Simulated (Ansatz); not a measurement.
**What strain does to RbBr (Fm-3m)**

A 2-atom cell of RbBr started from a crystallographic database, relaxed with r2SCAN in Ansatz. It is cubic, Fm-3m (No. 225); conventional cell a = 6.922 Å, 41.45 Å³ an atom. Around Rb lie 6 Br at 3.46 Å; around Br lie 6 Rb at 3.46 Å.

The axes x, y and z are those of this cell:
```yaml
crystal:
  lattice:
    - [0.00000, 3.46083, 3.46083]
    - [3.46083, 0.00000, 3.46083]
    - [3.46083, 3.46083, 0.00000]
  atoms:
    - { symbol: Rb, position: [0.00000, 0.00000, 0.00000] }
    - { symbol: Br, position: [0.50000, 0.50000, 0.50000] }
```

Unstrained: PBE gives a direct gap of 4.291 eV at Γ. r2SCAN gives a direct gap of 4.893 eV at Γ. With HSE06 the gap is 5.443 eV and direct, at Γ. Meshes: PBE 6×6×6, r2SCAN 6×6×6, HSE06 4×4×4. Strains are changes of length per length, and xy shears are angles. After each strain the atoms were relaxed again with r2SCAN in this cell and within any symmetry left, so distortions that break it or need a larger cell weren't tested; points keep the names that they have in the unstrained zone. (Simulation; spin polarisation is off.)

Changes of the least gap in eV (an overlap counts as a negative gap):
```json
{"strain": "biaxial -5.29 % in x and y, z held", "volume change (%)": "-10.3", "space group": "I4/mmm", "PBE": "+0.241", "r2SCAN": "+0.249", "HSE06": "+0.265", "G0W0@PBE (mesh)": "+0.18", "energy rise, r2SCAN (meV/atom)": "36.3"}
{"strain": "uniaxial +3.89 % along z", "volume change (%)": "+3.9", "space group": "I4/mmm", "PBE": "-0.104", "r2SCAN": "-0.109", "HSE06": "-0.112", "G0W0@PBE (mesh)": "-0.09", "energy rise, r2SCAN (meV/atom)": "5.4"}
{"strain": "xy shear, engineering strain (angle) -3.98 %", "volume change (%)": "0.0", "space group": "Immm", "PBE": "-0.037", "r2SCAN": "-0.038", "HSE06": "-0.038", "G0W0@PBE (mesh)": "-0.04", "energy rise, r2SCAN (meV/atom)": "0.8"}
{"strain": "uniaxial -2.02 % along y", "volume change (%)": "-2.0", "space group": "I4/mmm", "PBE": "+0.034", "r2SCAN": "+0.034", "HSE06": "+0.039", "G0W0@PBE (mesh)": "+0.02", "energy rise, r2SCAN (meV/atom)": "2.2"}
```
Unstrained, G0W0@PBE with 345 empty bands, a screening cutoff of 150 eV and a 4×4×4 mesh gives 6.81 eV on its mesh; the band count follows the volume. G0W0 values are finite-basis, finite-mesh values.

Biaxial -5.29 % in x and y, z held. HSE06: the gap goes from 5.443 to 5.708 eV (+0.265 eV); with r2SCAN the top three valence levels at Γ, degenerate before, become 2+1 from the top over 92 meV. Stress change with r2SCAN, compression positive: xx +3.09, yy +3.09, zz +0.44 GPa.

Uniaxial +3.89 % along z, other directions held. HSE06: the gap goes from 5.443 to 5.331 eV (-0.112 eV); with r2SCAN the top three valence levels at Γ, degenerate before, become 2+1 from the top over 30 meV. Stress change with r2SCAN, compression positive: xx -0.14, yy -0.14, zz -1.02 GPa.

Xy shear, engineering strain (angle) -3.98 %. HSE06: the gap goes from 5.443 to 5.405 eV (-0.038 eV); with r2SCAN the top three valence levels at Γ, degenerate before, become 1+1+1 from the top over 63 meV. Stress change with r2SCAN, compression positive: xx 0.00, yy 0.00, zz -0.01, xy +0.16 GPa.

Uniaxial -2.02 % along y, other directions held. HSE06: the gap goes from 5.443 to 5.482 eV (+0.039 eV); with r2SCAN the top three valence levels at Γ, degenerate before, become 1+2 from the top over 26 meV. Stress change with r2SCAN, compression positive: xx +0.08, yy +0.81, zz +0.08 GPa.

The runs are scalar-relativistic, without spin-orbit coupling.

The meshes of the hybrids are coarse, so their gaps aren't converged to the digits shown.

The splittings at Γ are without spin-orbit coupling, which is tenths of an eV in such compounds, regroups them and changes the shifts of the gap.
